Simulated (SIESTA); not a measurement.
The system is HfO2.

```
CELL_PARAMETERS angstrom
3.61685 0.00000 0.00000
1.80843 3.13229 0.00000
1.80843 1.04410 2.95315
ATOMIC_POSITIONS crystal
Hf 0.00000 0.00000 0.00000
O 0.75000 0.75000 0.75000
O 0.25000 0.25000 0.25000
```

Measurements of this composition are mostly on another form, of space group No. 14.

Base run:

- Program: SIESTA 5.4.2
- Functional: vdW-DF
- Potentials or basis: PseudoDojo 0.4 standard (PBE files)
- Basis: DZP (energy shift 0.003 Ry; two zetas on semicore shells)
- Grid cutoff: 800 Ry
- Energy shift: 0.003 Ry
- k mesh: 9 × 9 × 9
- Occupations: fermi-dirac, width 0.05 eV
- Spin: no spin polarisation

Its results: band gap on the k mesh 3.78 eV, indirect (least direct gap 3.94 eV); pressure 5.7 GPa.

Task: After a change of settings the same cell gave: band gap on the k mesh 3.65 eV, indirect (least direct gap 3.77 eV); pressure -5.6 GPa. Which change was it?
A. functional from vdW-DF to VV10
B. functional from vdW-DF to vdW-DF-cx
C. functional from vdW-DF to vdW-DF-C09
D. functional from vdW-DF to optB88-vdW

Result: B.

Caveats: short orbitals over semicore shells can move pressures by several GPa; the potentials were made for another functional, which shifts forces and pressure; spin-orbit coupling is left out, which moves the levels of the heavy elements; an odd mesh through Γ misses points on the zone boundary, where band edges often lie; the basis of atomic orbitals isn't converged, which shifts pressures, moduli and gaps.

Runs at the PBE level aren't shown here.
